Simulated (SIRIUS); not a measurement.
# Ag (Fm-3m) in SIRIUS: a series of runs

The runs below take Ag through single point, with PBE.

Program: SIRIUS 7.12.0. These are calculated values, not measurements. Logs are shortened: lines on timing, memory, paths and dates and some standing lists are left out, and cuts for length are marked. The log counts tension as positive stress, the text compression.

**1. Starting point**

Symmetry: Fm-3m, No. 225, cubic system. The conventional cell has a = 4.085 Å, b = 4.085 Å, c = 4.085 Å, α = 90.00°, β = 90.00°, γ = 90.00°. Ag (site symmetry m-3m) has 12 Ag at 2.89 Å as nearest neighbours.

**2. Single point, PBE**

File sirius.json:

```json
{
  "control": {
    "processing_unit": "cpu",
    "verbosity": 2,
    "num_bands_to_print": 17,
    "print_forces": true,
    "print_stress": true
  },
  "parameters": {
    "electronic_structure_method": "pseudopotential",
    "xc_functionals": ["XC_GGA_X_PBE", "XC_GGA_C_PBE"],
    "gk_cutoff": 9.1,
    "pw_cutoff": 18.2,
    "ngridk": [11, 11, 11],
    "shiftk": [0, 0, 0],
    "smearing": "fermi_dirac",
    "smearing_width": 0.0018374661,
    "num_bands": 17,
    "num_mag_dims": 0,
    "num_dft_iter": 100,
    "energy_tol": 1e-08,
    "density_tol": 1e-06
  },
  "iterative_solver": {
    "type": "davidson",
    "min_tolerance": 1e-10
  },
  "mixer": {
    "type": "anderson",
    "beta": 0.7,
    "max_history": 8
  },
  "settings": {
    "tol_ne": 1e-10,
    "pseudo_grid_cutoff": 6.5
  },
  "unit_cell": {
    "lattice_vectors": [
      [0.0, 3.860238041079, 3.860238041079],
      [3.860238041079, 0.0, 3.860238041079],
      [3.860238041079, 3.860238041079, 0.0]
    ],
    "atom_coordinate_units": "lattice",
    "atom_types": ["Ag"],
    "atom_files": {
      "Ag": "Ag.json"
    },
    "atoms": {
      "Ag": [
        [0.0, 0.0, 0.0]
      ]
    }
  }
}
```

Potentials or basis: PseudoDojo 0.4 PBE stringent (scalar relativistic).

Run with:

```
$ upf_to_json Ag.upf
$ OMP_NUM_THREADS=1 sirius.scf --input=sirius.json --output=out.json --task=0
```

The log of the run:

```text
[info] SIRIUS version : 7.12.0
[info] number of MPI ranks           : 1
[info] MPI grid                      : 1 1
[info] maximum number of OMP threads : 1
[fft] FFT context for density and potential
[fft] =====================================
[fft]   comm size                             : 1
[fft]   plane wave cutoff                     : 18.2
[fft]   grid size                             : 36 36 36   total : 46656
[fft]   grid limits                           : -17 18   -17 18   -17 18
[fft]   number of G-vectors within the cutoff : 5896
[fft]   local number of G-vectors             : 5896
[fft]   number of G-shells                    : 351
[fft] FFT context for coarse grid
[fft] =====================================
[fft]   comm size                             : 1
[fft]   plane wave cutoff                     : 18.2
[fft]   grid size                             : 36 36 36   total : 46656
[fft]   grid limits                           : -17 18   -17 18   -17 18
[fft]   number of G-vectors within the cutoff : 5896
[fft]   local number of G-vectors             : 5896
[fft]   number of G-shells                    : 351
[unit cell] lattice vectors
[unit cell]   a1 :       0.0000000000      3.8602380411      3.8602380411
[unit cell]   a2 :       3.8602380411      0.0000000000      3.8602380411
[unit cell]   a3 :       3.8602380411      3.8602380411      0.0000000000
[unit cell] reciprocal lattice vectors
[unit cell]   b1 :      -0.8138339191      0.8138339191      0.8138339191
[unit cell]   b2 :       0.8138339191     -0.8138339191      0.8138339191
[unit cell]   b3 :       0.8138339191      0.8138339191     -0.8138339191
[unit cell] unit cell volume :       115.04619361 [a.u.^3]
[unit cell] 1/sqrt(omega)    :         0.09323176
[unit cell] MT volume        :         0.00000000 ( 0.00%)
[unit cell] IT volume        :       115.04619361 (100.00%)
[unit cell] number of atom types : 1
[unit cell] type id : 0 symbol : Ag mt_radius :  15.370000 num_atoms : 1
[unit cell] total number of atoms : 1
[unit cell] number of symmetry classes : 1
[unit cell] number of PAW atoms : 0
[unit cell] atom id  type id  class id             position                      vector_field
[unit cell] ------------------------------------------------------------------------------------------
[unit cell]      0        0        0      0.00000   0.00000   0.00000      0.00000   0.00000   0.00000
[unit cell] atom id         position (Cartesian, a.u.)
[unit cell] ---------------------------------------------
[unit cell]      0       0.000000    0.000000    0.000000
[unit cell] class id : 0 atom id : 0
[unit cell] minimum bond length:     5.459201
[unit cell] total number of pseudo wave-functions: 10
[sym] space group number   : 225
[sym] international symbol : Fm-3m
[sym] Hall symbol          : -F 4 2 3
[sym] space group transformation matrix :
[sym]   0.0000  0.5000  0.5000
[sym]   0.5000  0.0000  0.5000
[sym]   0.5000  0.5000  0.0000
[sym] space group origin shift :
[sym]   0.0000  0.0000  0.0000
[sym] number of space group operations  : 48
[sym] number of magnetic group operations : 48
[sym] metric tensor error: 0.0000e+00
[sym] rotation matrix error: 4.4409e-16
[sym] symmetry operations
[... list of symmetry operations ...]
[atom type] label          : Ag
[atom type] --------------------------------------------------------------------------------
[atom type] symbol         : Ag
[atom type] name           :
[atom type] zn             : 19
[atom type] mass           : 0
[atom type] mt_radius      : 15.37
[atom type] num_mt_points  : 1538
[atom type] grid_origin    : 0
[atom type] grid_name      : external
[atom type] number of core electrons    : 0
[atom type] number of valence electrons : 19
[... 141 lines left out ...]
[find] <mag|B^{XC}>                   :       0.00000000
[find] <rho|V^{H}>                    :      71.05547559
[find] one-electron contribution      :     -60.65345298 (Ha),    -121.30690596 (Ry)
[find] hartree contribution           :      35.52773779
[find] xc contribution                :     -23.17075419
[find] ewald contribution             :    -107.19126587
[find] PAW contribution               :       0.00000000
[find] smearing (-TS)                 :      -0.00013981
[find] SCF correction                 :       0.47167938
[find] Total energy                   :    -155.01605587 (Ha),    -310.03211173 (Ry)
[find] Free energy (E-TS)             :    -155.01619567 (Ha),    -310.03239135 (Ry)
[find] band gap (eV)                  :       0.00000000
[find] Efermi                         :       0.64515537
[find] iteration : 1, RMS (target) : 8.0858e-02 (1.0000e-06) , energy difference (target) : -6.4886e-03 (1.0000e-08)
[find] | SCF iteration   2 out of 100|
[diagonalize] iterative solver tolerance (occupied, empty): 0.0025 0.0025
[diagonalize] average number of iterations: 1.21429
[... levels, occupations and energy terms ...]
[find] Total energy                   :    -155.01871954 (Ha),    -310.03743908 (Ry)
[find] Free energy (E-TS)             :    -155.01881725 (Ha),    -310.03763451 (Ry)
[find] band gap (eV)                  :       0.00000000
[find] Efermi                         :       0.65069708
[find] iteration : 2, RMS (target) : 7.1536e-03 (1.0000e-06) , energy difference (target) : -2.6637e-03 (1.0000e-08)
[find] | SCF iteration   3 out of 100|
[diagonalize] iterative solver tolerance (occupied, empty): 0.000715361 0.000715361
[diagonalize] average number of iterations: 1.39286
[find] Total energy                   :    -155.01875622 (Ha),    -310.03751243 (Ry)
[find] Free energy (E-TS)             :    -155.01885794 (Ha),    -310.03771589 (Ry)
[find] band gap (eV)                  :       0.00000000
[find] Efermi                         :       0.64977835
[find] iteration : 3, RMS (target) : 2.3756e-03 (1.0000e-06) , energy difference (target) : -3.6676e-05 (1.0000e-08)
[find] | SCF iteration   4 out of 100|
[diagonalize] iterative solver tolerance (occupied, empty): 0.000237561 0.000237561
[diagonalize] average number of iterations: 1.76786
[find] Total energy                   :    -155.01875969 (Ha),    -310.03751938 (Ry)
[... 52 lines left out ...]
[find] | SCF iteration  11 out of 100|
[diagonalize] iterative solver tolerance (occupied, empty): 5.0407e-07 5.0407e-07
[diagonalize] average number of iterations: 1.51786
[find] Total energy                   :    -155.01875899 (Ha),    -310.03751799 (Ry)
[find] Free energy (E-TS)             :    -155.01885967 (Ha),    -310.03771934 (Ry)
[find] band gap (eV)                  :       0.00000000
[find] Efermi                         :       0.64989824
[find] iteration : 11, RMS (target) : 1.4354e-06 (1.0000e-06) , energy difference (target) : -2.1148e-09 (1.0000e-08)
[find] bands are converged : true
[find] iterative solver converged : false
[find] +------------------------------+
[find] | SCF iteration  12 out of 100|
[find] +------------------------------+
[diagonalize] iterative solver tolerance (occupied, empty): 1.43538e-07 1.43538e-07
[diagonalize] average number of iterations: 1.875
[diagonalize] Lowest band energies
[diagonalize] ik:    0   -2.740486   -1.394987   -1.394987   -1.394987    0.354828    0.464748    0.464748    0.464748    0.502910    0.502910    1.235973    1.366054    1.366054    1.366054    1.539273    1.571459    1.571459
[diagonalize] ik:    1   -2.740435   -1.395467   -1.395059   -1.395059    0.364230    0.462719    0.467272    0.467272    0.502023    0.502023    1.233288    1.299165    1.368756    1.368756    1.523310    1.563060    1.563060
[diagonalize] ik:    2   -2.740300   -1.396752   -1.395253   -1.395253    0.388723    0.461401    0.471795    0.471795    0.502376    0.502376    1.147122    1.266692    1.371114    1.371114    1.482990    1.529415    1.529415
[diagonalize] ik:    3   -2.740123   -1.398428   -1.395508   -1.395508    0.408628    0.471490    0.471490    0.482548    0.510206    0.510206    1.018328    1.250510    1.358081    1.358081    1.492373    1.492373    1.495068
[diagonalize] ik:    4   -2.739960   -1.399961   -1.395741   -1.395741    0.409356    0.467426    0.467426    0.522455    0.522455    0.540967    0.893656    1.225102    1.327825    1.327825    1.477941    1.477941    1.545193
[diagonalize] ...
[diagonalize] ik:   51   -2.739644   -1.400052   -1.398061   -1.397177    0.417864    0.425906    0.498729    0.516271    0.537631    0.769038    0.889396    0.917837    1.026504    1.317871    1.437034    1.636944    1.811697
[diagonalize] ik:   52   -2.739744   -1.399600   -1.397844   -1.396641    0.438526    0.438585    0.465222    0.509896    0.522839    0.672377    0.962776    0.969695    1.074642    1.406566    1.423571    1.580150    1.730063
[diagonalize] ik:   53   -2.739684   -1.399543   -1.398386   -1.396876    0.437583    0.445309    0.462159    0.502383    0.531351    0.754952    0.854449    0.981311    1.027010    1.398595    1.477145    1.617237    1.728033
[diagonalize] ik:   54   -2.739652   -1.399710   -1.398244   -1.397232    0.427303    0.434269    0.478414    0.510195    0.537756    0.770114    0.922802    0.927045    0.964782    1.398295    1.461654    1.573763    1.770181
[diagonalize] ik:   55   -2.739648   -1.399187   -1.398863   -1.397200    0.432161    0.447301    0.462794    0.503702    0.537665    0.837901    0.844552    0.910405    0.979931    1.421528    1.511235    1.563858    1.697940
[find] Charges and magnetic moments
[find] --------------------------------------------------------------------------------
[find] total charge          : 19.000000
[find] Energy
[find] --------------------------------------------------------------------------------
[find] valence_eval_sum               :      -8.56398912
[find] <rho|V^{XC}>                   :     -19.39278013
[find] <rho|E^{XC}>                   :     -23.16679885
[find] <mag|B^{XC}>                   :       0.00000000
[find] <rho|V^{H}>                    :      70.97897239
[find] one-electron contribution      :     -60.15018138 (Ha),    -120.30036275 (Ry)
[find] hartree contribution           :      35.48948620
[find] xc contribution                :     -23.16679885
[find] ewald contribution             :    -107.19126587
[find] PAW contribution               :       0.00000000
[find] smearing (-TS)                 :      -0.00010067
[find] SCF correction                 :       0.00000091
[find] Total energy                   :    -155.01875899 (Ha),    -310.03751799 (Ry)
[find] Free energy (E-TS)             :    -155.01885967 (Ha),    -310.03771934 (Ry)
[find] band gap (eV)                  :       0.00000000
[find] Efermi                         :       0.64989828
[find] iteration : 12, RMS (target) : 5.0218e-07 (1.0000e-06) , energy difference (target) : -2.1058e-10 (1.0000e-08)
[find] bands are converged : true
[find] iterative solver converged : false
[find] converged after 13 SCF iterations!
[find] Charges and magnetic moments
[find] --------------------------------------------------------------------------------
[find] total charge          : 19.000000
[find] Energy
[find] --------------------------------------------------------------------------------
[find] valence_eval_sum               :      -8.56398912
[find] <rho|V^{XC}>                   :     -19.39278013
[find] <rho|E^{XC}>                   :     -23.16679885
[find] <mag|B^{XC}>                   :       0.00000000
[find] <rho|V^{H}>                    :      70.97897239
[find] one-electron contribution      :     -60.15018138 (Ha),    -120.30036275 (Ry)
[find] hartree contribution           :      35.48948620
[find] xc contribution                :     -23.16679885
[find] ewald contribution             :    -107.19126587
[find] PAW contribution               :       0.00000000
[find] smearing (-TS)                 :      -0.00010067
[find] SCF correction                 :       0.00000091
[find] Total energy                   :    -155.01875899 (Ha),    -310.03751799 (Ry)
[find] Free energy (E-TS)             :    -155.01885967 (Ha),    -310.03771934 (Ry)
[find] band gap (eV)                  :       0.00000000
[find] Efermi                         :       0.64989828
[ground_state] === stress tensor components [kbar] ===
[ground_state] === stress_kin ===
[ground_state] -90304.910643    0.000000   -0.000000
[ground_state]     0.000000-90304.910643    0.000000
[ground_state]    -0.000000    0.000000-90304.910643
[ground_state] === stress_har ===
[ground_state] -30252.676856    0.000000   -0.000000
[ground_state]     0.000000-30252.676856    0.000000
[ground_state]    -0.000000    0.000000-30252.676856
[ground_state] === stress_ewald ===
[ground_state] 91374.180803    0.000000   -0.000000
[ground_state]     0.00000091374.180803   -0.000000
[ground_state]    -0.000000   -0.00000091374.180803
[ground_state] === stress_vloc ===
[ground_state] 16090.020881    0.000000   -0.000000
[ground_state]     0.00000016090.020881    0.000000
[ground_state]    -0.000000    0.00000016090.020881
[ground_state] === stress_xc ===
[ground_state] -9084.384239    0.000000    0.000000
[ground_state]     0.000000-9084.384239   -0.000000
[ground_state]     0.000000   -0.000000-9084.384239
[ground_state] === stress_core ===
[ground_state] 24236.332274    0.000000    0.000000
[ground_state]     0.00000024236.332274   -0.000000
[ground_state]     0.000000   -0.00000024236.332274
[ground_state] === stress_nonloc ===
[ground_state] -2101.153321    0.000000   -0.000000
[ground_state]     0.000000-2101.153321   -0.000000
[ground_state]    -0.000000   -0.000000-2101.153321
[ground_state] === stress_us_nl ===
[ground_state] -2101.153321    0.000000   -0.000000
[ground_state]     0.000000-2101.153321   -0.000000
[ground_state]    -0.000000   -0.000000-2101.153321
[ground_state] === stress_total ===
[ground_state]   -42.591101    0.000000   -0.000000
[ground_state]     0.000000  -42.591101    0.000000
[ground_state]    -0.000000    0.000000  -42.591101
[ground_state] ==== total Forces in Ha/bohr =====
[ground_state] atom:    0, force:       0.0000000      0.0000000      0.0000000
[... 8 lines left out ...]
[ground_state] ==== Ewald forces from ions =====
[ground_state] atom:    0, force:       0.0000000      0.0000000      0.0000000
[~DFT_ground_state] local op. applied: 26464
[~DFT_ground_state] evp. work count: 6463.26
[~DFT_ground_state] number of iterative solver steps: 1303
```

Run time: 18 s. Hardware: 1 thread of Intel Xeon 6975P-C (Granite Rapids), shared host; peak memory 0.19 GiB.

What came out:

```
Free energy            : -4218.2781 eV
Pressure               : 4.3 GPa
Band gap on the k mesh : none (metal or under the smearing width)
```

**3. Single point, PBE**

Changes to sirius.json since step 2:

```diff
@@ -11,4 +11,4 @@
     "xc_functionals": ["XC_GGA_X_PBE", "XC_GGA_C_PBE"],
-    "gk_cutoff": 9.1,
-    "pw_cutoff": 18.2,
+    "gk_cutoff": 6.4,
+    "pw_cutoff": 20.0,
     "ngridk": [11, 11, 11],
@@ -33,4 +33,3 @@
   "settings": {
-    "tol_ne": 1e-10,
-    "pseudo_grid_cutoff": 6.5
+    "tol_ne": 1e-10
   },
```

Potentials or basis: GBRV 1.5 PBE (ultrasoft).

Run with:

```
$ upf_to_json ag_pbe_v1.4.uspp.F.UPF
$ OMP_NUM_THREADS=1 sirius.scf --input=sirius.json --output=out.json --task=0
```

The log of the run:

```text
[info] SIRIUS version : 7.12.0
[info] number of MPI ranks           : 1
[info] MPI grid                      : 1 1
[info] maximum number of OMP threads : 1
[fft] FFT context for density and potential
[fft] =====================================
[fft]   comm size                             : 1
[fft]   plane wave cutoff                     : 20
[fft]   grid size                             : 40 40 40   total : 64000
[fft]   grid limits                           : -19 20   -19 20   -19 20
[fft]   number of G-vectors within the cutoff : 7797
[fft]   local number of G-vectors             : 7797
[fft]   number of G-shells                    : 451
[fft] FFT context for coarse grid
[fft] =====================================
[fft]   comm size                             : 1
[fft]   plane wave cutoff                     : 12.8
[fft]   grid size                             : 25 25 25   total : 15625
[fft]   grid limits                           : -12 12   -12 12   -12 12
[fft]   number of G-vectors within the cutoff : 2008
[fft]   local number of G-vectors             : 2008
[fft]   number of G-shells                    : 138
[... 382 lines left out ...]
[ground_state]    -0.000000    0.00000091374.180803
[ground_state] === stress_vloc ===
[ground_state] -8541.540013    0.000000    0.000000
[ground_state]     0.000000-8541.540013   -0.000000
[ground_state]     0.000000   -0.000000-8541.540013
[ground_state] === stress_xc ===
[ground_state] 10317.464180    0.000000    0.000000
[ground_state]     0.00000010317.464180   -0.000000
[ground_state]     0.000000   -0.00000010317.464180
[ground_state] === stress_core ===
[ground_state]  1394.088168    0.000000   -0.000000
[ground_state]     0.000000 1394.088168    0.000000
[ground_state]    -0.000000    0.000000 1394.088168
[ground_state] === stress_nonloc ===
[ground_state]  5783.834637    0.000000    0.000000
[ground_state]     0.000000 5783.834637   -0.000000
[ground_state]     0.000000   -0.000000 5783.834637
[ground_state] === stress_us ===
[ground_state] -12703.171639   -0.000000    0.000000
[ground_state]    -0.000000-12703.171639   -0.000000
[ground_state]     0.000000   -0.000000-12703.171639
[ground_state] === stress_us_nl ===
[ground_state] -6919.337003   -0.000000    0.000000
[ground_state]    -0.000000-6919.337003   -0.000000
[ground_state]     0.000000   -0.000000-6919.337003
[ground_state] === stress_total ===
[ground_state]   -26.662603   -0.000000    0.000000
[ground_state]    -0.000000  -26.662603    0.000000
[ground_state]     0.000000    0.000000  -26.662603
[ground_state] ==== total Forces in Ha/bohr =====
[ground_state] atom:    0, force:       0.0000000      0.0000000      0.0000000
[... 8 lines left out ...]
[ground_state] ==== Ewald forces from ions =====
[ground_state] atom:    0, force:       0.0000000      0.0000000      0.0000000
[~DFT_ground_state] local op. applied: 28347
[~DFT_ground_state] evp. work count: 6540.81
[~DFT_ground_state] number of iterative solver steps: 1358
```

Run time: 7.6 s. Hardware: 1 thread of Intel Xeon 6975P-C (Granite Rapids), shared host; peak memory 0.17 GiB.

What came out:

- Free energy: -4022.1459 eV
- Pressure: 2.7 GPa
- Band gap on the k mesh: none (metal or under the smearing width)
